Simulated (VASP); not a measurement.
**InSb: band structure with TB-mBJ**

Crystal: InSb.

```
In Sb
1.0
     0.00000    3.26032    3.26032
     3.26032    0.00000    3.26032
     3.26032    3.26032    0.00000
In Sb
1 1
Direct
  0.00000 0.00000 0.00000
  0.25000 0.25000 0.25000
```

The cell was built by a generator and needn't be a form met in nature.

| Quantity | Value |
| --- | --- |
| Program | VASP 6.6.1 |
| Task | band structure |
| Functional | TB-mBJ |
| Potentials or basis | VASP PAW PBE potentials, release 64 (In_d, Sb) |
| Cutoff | 520 eV |
| k mesh | 6 × 6 × 6 |
| Occupations | gaussian, width 0.03 eV |
| Spin | spin-orbit coupling, no magnetisation |
| Further INCAR settings | ALGO = Normal; EDIFF = 1e-06; NBANDS = 32 |

```
Valence electrons inside the program's atomic spheres : In 11.41; Sb 2.48
```

It took 14 min on 1 thread of Intel(R) Xeon(R) Platinum 8488C (Sapphire Rapids), with other jobs on the host, peak memory 0.48 GiB.
